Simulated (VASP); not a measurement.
# MgTe (P6_3mc) in VASP: a series of runs, part 2 of 2

VASP 6.6.1. Earlier steps stand in the parts before.

**3. Single point, HSE06**

The input, POSCAR:

```
MgTe
1.0
    4.5775104488      0.0000000000      0.0000000000
   -2.2887552244      3.9642403347      0.0000000000
    0.0000000000      0.0000000000      7.4555751524
Mg Te
2 2
Direct
    0.3333333333      0.6666666667      0.0043977340
    0.6666666667      0.3333333333      0.5043977340
    0.3333333333      0.6666666667      0.3806022660
    0.6666666667      0.3333333333      0.8806022660
```

The input, INCAR.step1:

```
PREC = Accurate
ENCUT = 520
EDIFF = 1E-5
ISMEAR = 0
SIGMA = 0.01
LREAL = False
LASPH = True
NELM = 100
ALGO = Normal
ISIF = 2
LWAVE = True
LCHARG = False
NBANDS = 16
GGA = PE
```

The input, INCAR.step2:

```
PREC = Accurate
ENCUT = 520
EDIFF = 1E-7
ISMEAR = 0
SIGMA = 0.01
LREAL = False
LASPH = True
NELM = 100
ALGO = Normal
ISIF = 2
LWAVE = False
LCHARG = False
GGA = PE
LHFCALC = True
HFSCREEN = 0.2079
PRECFOCK = Normal
NBANDS = 16
ISTART = 1
```

The input, KPOINTS:

```
regular mesh
0
Gamma
  6 6 2
```

Potentials or basis: VASP PAW PBE potentials, release 64 (Mg, Te).

The run is started by

```
$ cat potpaw_PBE.64/Mg/POTCAR potpaw_PBE.64/Te/POTCAR > POTCAR
$ cp INCAR.step1 INCAR
$ mpirun -np 1 vasp_std > vasp.out
$ cp INCAR.step2 INCAR
$ mpirun -np 1 vasp_std > vasp.out
```

OUTCAR:

```text
PREC = Accurate
   ENCUT = 520
   EDIFF = 1E-7
   ISMEAR = 0
   LREAL = False
   LASPH = True
   NELM = 100
   ISIF = 2
   GGA = PE
   LHFCALC = True
   HFSCREEN = 0.2079
   PRECFOCK = Normal
   ISTART = 1

 ion  position               nearest neighbor table
   1  0.333  0.667  0.004-   4 2.80   4 2.80   4 2.80   3 2.80
   2  0.667  0.333  0.504-   3 2.80   3 2.80   3 2.80   4 2.80
   3  0.333  0.667  0.381-   2 2.80   2 2.80   2 2.80   1 2.80
   4  0.667  0.333  0.881-   1 2.80   1 2.80   1 2.80   2 2.80

  LATTYP: Found a hexagonal cell.
 ALAT       =     4.5775104488
 C/A-ratio  =     1.6287401713

  Lattice vectors:

 A1 = (   4.5775104488,   0.0000000000,   0.0000000000)
 A2 = (  -2.2887552244,   3.9642403347,   0.0000000000)
 A3 = (   0.0000000000,   0.0000000000,   7.4555751524)

Analysis of symmetry for initial positions (statically):
=====================================================================
 Subroutine PRICEL returns:
 Original cell was already a primitive cell.

 Routine SETGRP: Setting up the symmetry group for a
 hexagonal supercell.

 Subroutine GETGRP returns: Found 12 space group operations
 (whereof  6 operations were pure point group operations)
 out of a pool of 24 trial point group operations.

The static configuration has the point symmetry C_3v.
 The point group associated with its full space group is C_6v.

Analysis of symmetry for dynamics (positions and initial velocities):
=====================================================================
 Subroutine PRICEL returns:
 Original cell was already a primitive cell.
[... 125 lines left out ...]
  Thomas-Fermi vector in A             =   1.911464
   LORBIT       =      0    0 simple, 1 ext, 2 COOP (PROOUT), +10 PAW based schemes
   GGA     = PE    functional components
   LHFCALC =     T    Hartree Fock is set to
   PRECFOCK=normal    Normal, Fast or Accurate (Low or Medium for compatibility)
   ENCUT4O =  -1.0   cutoff for four orbital integrals eV
   NKREDX  =     1    reduce k-point grid by
   NKREDY  =     1    reduce k-point grid by
   NKREDZ  =     1    reduce k-point grid by
   AEXX    =    0.2500 exact exchange contribution
   HFSCREEN=    0.2079 screening length (either q_TF or 0.3 A-1)
   HFSCREENC=   0.2079 screening length for correlation (either q_TF or 0.3 A-1)
   ENCUTFOCK=  -1.0 apply spherical cutoff to Coloumb kernel
   IVDW    =     0    specifies the selected vdW correction
   LEPSILON=     F    determine dielectric tensor
   LRPA    =     F    only Hartree local field effects (RPA)
 non-spin polarized calculation
 Gauss-broadening in eV      SIGMA  =   0.01
  energy-cutoff  :      520.00
  volume of cell :      135.29
 maximum number of plane-waves:      3669
 NGX is ok and might be reduce to    36
  NGX = 28; NGY = 28; NGZ = 42

 number of electron      16.0000000 magnetization

 Free energy of the ion-electron system (eV)
  ---------------------------------------------------
  ext. energy  EPLUGINS =         0.00000000
  ---------------------------------------------------
  free energy    TOTEN  =       -15.12138252 eV

  energy without entropy =      -15.12138252  energy(sigma->0) =      -15.12138252

 E-fermi :   1.3796     XC(G=0):  -6.5875

 val. band max:        1.3228264069   @ k =   0.0000   0.0000   0.0000
 cond. band min:       4.5285907975   @ k =   0.0000   0.0000   0.0000
 fundamental gap:      3.2057643907
 Fermi energy:         1.3796167541

 k-point     1 :       0.0000    0.0000    0.0000
  band No.  band energies     occupation
      1      -9.8079      2.00000
      2      -9.1295      2.00000
      3      -2.1853      2.00000
      4       0.7969      2.00000
      5       0.7969      2.00000
      6       1.3214      2.00000
[... 243 lines left out ...]
      3      -1.8567      2.00000
      4      -1.8567      2.00000
      5      -0.7381      2.00000
      6      -0.7381      2.00000
[... 8 lines left out ...]
     15       9.6359      0.00000
     16       9.6359      0.00000

------------------------ aborting loop because EDIFF is reached ----------------------------------------

  FORCE on cell =-STRESS in cart. coord.  units (eV):
  Direction    XX          YY          ZZ          XY          YZ          ZX
  --------------------------------------------------------------------------------------
  -------------------------------------------------------------------------------------
  Total       -0.1914390     -0.1914390     -0.2160048      0.0000000      0.0000000      0.0000000
  in kB       -2.2670993     -2.2670993     -2.5580172      0.0000000      0.0000000      0.0000000
  external PRESSURE =      -2.3640719 kB  Pullay stress =       0.0000000 kB

 VOLUME and BASIS-vectors are now :
 -----------------------------------------------------------------------------
  energy-cutoff  :      520.00
  volume of cell :      135.29
      direct lattice vectors                 reciprocal lattice vectors
     4.577510449  0.000000000  0.000000000     0.218459359  0.126127570  0.000000000
    -2.288755224  3.964240335  0.000000000     0.000000000  0.252255140  0.000000000
     0.000000000  0.000000000  7.455575152     0.000000000  0.000000000  0.134127814

 POSITION                                       TOTAL-FORCE (eV/Angst)
 -----------------------------------------------------------------------------------
     -0.00000      2.64283      0.03279         0.000000      0.000000     -0.001641
      2.28876      1.32141      3.76058        -0.000000     -0.000000     -0.001641
     -0.00000      2.64283      2.83761        -0.000000     -0.000000      0.001641
      2.28876      1.32141      6.56540         0.000000     -0.000000      0.001641
 -----------------------------------------------------------------------------------
    total drift:                               -0.000000     -0.000000      0.000836

  FREE ENERGIE OF THE ION-ELECTRON SYSTEM (eV)
  ---------------------------------------------------
  free  energy   TOTEN  =       -15.1213825197 eV

  energy  without entropy=      -15.1213825197  energy(sigma->0) =      -15.12138252
```

Wall time 41 min (1 thread of Intel Xeon Platinum 8488C (Sapphire Rapids), shared host); peak memory 0.38 GiB.

Results:

| Quantity | Value |
| --- | --- |
| Free energy | -15.1214 eV |
| Pressure | -0.2 GPa |
| Band gap on the k mesh | 3.21 eV, direct |

Caveat: the k mesh is coarse (spacing up to 0.42 Å⁻¹), so the values aren't converged, least of all with exact exchange; the PAW data sets were made with another functional, which shifts forces and pressure a little; spin-orbit coupling is left out, which moves the levels of the heavy elements.
